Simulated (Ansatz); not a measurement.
Runs of Ansatz 0.2.0 on In. It takes space group Im-3m (No. 229, cubic). The conventional cell has a = 3.765 Å, b = 3.765 Å, c = 3.765 Å, α = 90.00°, β = 90.00°, γ = 90.00°. Around In (site symmetry m-3m) lie 8 In at 3.26 Å. This isn't the form of In at room conditions, which is tetragonal.

```csv
task,level,potentials or basis,cutoff (eV),smearing,basis error allowed,gap on the mesh (eV),pressure (GPa)
band structure,LDA,"all-electron LAPW, scalar-relativistic",178,fermi-dirac 0.05 eV,0.001 eV/atom,-,-2.8
single point,PBEsol,"all-electron LAPW, scalar-relativistic",178,fermi-dirac 0.05 eV,0.001 eV/atom,none,-1.3
band structure,PBEsol,"all-electron LAPW, inner shells corrected to Dirac's equation",178,fermi-dirac 0.05 eV,0.001 eV/atom,-,-1.3
density of states,PBEsol+D3(BJ),"all-electron LAPW, scalar-relativistic",178,methfessel-paxton 0.1 eV,0.001 eV/atom,none,(a)
```

Alike in all rows: no spin polarisation; cell as given; k mesh 10 × 10 × 10.

Estimate the missing entries.

(a) -3.5.

Caveats: pairwise dispersion overbinds metals, which lowers pressure and volume (some runs).

A k mesh can miss the band edges, and the runs leave out spin-orbit coupling on In.

A gap of «none» marks a metal or a gap under the smearing width.

Not every run made on this cell is shown here.
